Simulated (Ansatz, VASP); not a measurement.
## Be in VASP and in Ansatz

```xyz
1
Lattice="2.1740 0.0000 0.0000 0.0000 2.1740 0.0000 0.0000 0.0000 2.1740" Properties=species:S:1:pos:R:3 pbc="T T T"
Be    0.0000    0.0000    0.0000
```

The cell was built by a generator and needn't be a form met in nature.

Alike in both runs: task relaxation of cell and atoms; functional PBE; k mesh 12 × 12 × 12; occupations fermi-dirac, width 0.05 eV; no spin polarisation.

|  | VASP | Ansatz |
| --- | --- | --- |
| version | VASP 6.6.1 | Ansatz 0.2.0 |
| potentials or method | VASP PAW PBE potentials, release 64 (Be) | Ansatz PAW |
| plane-wave cutoff (eV) | 600 | 420 |
| valence electrons in the cell | 2 | 2 |

|  | VASP | Ansatz | Ansatz less VASP |
| --- | --- | --- | --- |
| gap on the k mesh at the Fermi level, each at its own relaxed structure (eV) | none | none | - |
| relaxed volume (Å³/atom) | 10.35 | 10.34 | -0.014 |
| relaxed cell length with the largest relative difference (Å) | 2.180 | 2.179 | -0.0010 |

A gap of «none» marks a metal or a gap that the smearing closes.

Caveats: the plane-wave basis is chosen anew once the cell has moved, so the energies of steps on either side of that aren't comparable (Ansatz).
